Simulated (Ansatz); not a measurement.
# HfN: a trigonal deformation path

The task here is to estimate one member of a computed series from the others.

Method: DFT PBE, scalar-relativistic, plane waves, PAW, in Ansatz 0.2.0.

## The system as given

The structure is cubic, space group Fm-3m (No. 225). The conventional cell has a = 4.518 Å, b = 4.518 Å, c = 4.518 Å, α = 90.00°, β = 90.00°, γ = 90.00°. Hf (site symmetry m-3m) is surrounded by 6 N at 2.26 Å. N (site symmetry m-3m) has 6 Hf at 2.26 Å in its first shell of neighbours.

Coordinates:

```
Hf N
1.0
     0.00000    2.25900    2.25900
     2.25900    0.00000    2.25900
     2.25900    2.25900    0.00000
Hf N
1 1
Direct
  0.00000 0.00000 0.00000
  0.50000 0.50000 0.50000
```

The cell is taken as given, not relaxed at this level.

## The reference cell

Reference values: F = -16108.6832 eV; pressure 5.43 GPa; largest force 0.000 eV/Å; gap on the mesh none (metal). It was computed beforehand with the settings of the runs below.

The first run:

At fixed volume and fractional coordinates, lengths along (0.577, 0.577, 0.577) are scaled against those across it; ρ is that ratio over its starting value.

input.yaml

```yaml
crystal:
  lattice:
    - [-0.9487205506, 1.8974411011, 1.8974411011]
    - [1.8974411011, -0.9487205506, 1.8974411011]
    - [1.8974411011, 1.8974411011, -0.9487205506]
  atoms:
    - { symbol: Hf, position: [0.0, 0.0, 0.0] }
    - { symbol: "N", position: [0.5, 0.5, 0.5] }
basis:
  ecutwfc: 420
kpoints:
  mp_grid: { grid: [20, 20, 20] }
hamiltonian:
  xc: pbe
scf:
  occupations: { method: gaussian, width: 0.15 }
output:
  forces: true
  stress: true
  eigenvalues: true
```

Run with:

```bash
> ansatz run input.yaml --threads 1 --pin off --max-ram 2560MiB --backend cpu --events-out ev --progress --plain --runs-dir out
```

Steps of the session up to this table: ρ = 0.500; Point ρ = 2.000; At ρ = 0.710; At ρ = 1.410; ρ = 0.600; At ρ = 0.850; Point ρ = 1.200; Point ρ = 1.700; At ρ = 0.930; Point ρ = 1.080.

One table of the session follows, with a row left open; its other results are not shown here.

```
    ρ  ΔE (meV/atom)  pressure (GPa)
0.500          985.5            -5.0
0.600              ?               ?
0.710          613.0             4.1
0.850          160.8             5.4
0.930           31.3             5.5
1.000            0.0             5.4
1.080           34.2             5.7
1.200          213.7             7.0
1.410          889.1            10.6
1.700         2181.3            18.9
2.000         3358.9            34.6
```

Estimate the missing values for ρ = 0.600.

Worked estimate for «ΔE (meV/atom)». A straight line through the neighbours (0.500, 985.5) and (0.710, 613.0) gives 985.5 + (613.0 − 985.5) × (0.600 − 0.500) / (0.710 − 0.500) = 808.1; a parabola fitted to 3 rows on both sides gives 853.9.

The run gave: ΔE (meV/atom): 931.5; pressure (GPa): -0.1. In «ΔE (meV/atom)» the line misses by -123.4 and the parabola by -77.6.

To keep in mind: Spin polarisation is off in the runs that give these values; a magnetic solution could lie lower.
